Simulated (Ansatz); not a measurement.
**fcc against bcc along the alkali metals**

The calculation used Ansatz 0.2.0, DFT, RPBE, plane waves (420 eV) with PAW, scalar-relativistic. (PAW data from PBE, frozen cores regenerated.)

Each structure is relaxed within its symmetry, in the lowest magnetic state of the tried starts. Differences under about 8 meV lie within the error of the k-point mesh. Some of these cells lie far above the measured volume under this functional.

| element | E(fcc) − E(bcc) (meV/atom) | V(fcc) (Å³/atom) | V(bcc) (Å³/atom) | state of fcc | state of bcc |
| --- | --- | --- | --- | --- | --- |
| Li | -2 | 21.04 | 21.06 | spin not included | spin not included |
| Na | 0 | 39.51 | 39.40 | spin not included | spin not included |
| K | 1 | 81.11 | 80.41 | spin not included | spin not included |
| Rb | -1 | 101.06 | 101.57 | spin not included | spin not included |
| Cs | -1 | 131.02 | 131.07 | spin not included | spin not included |
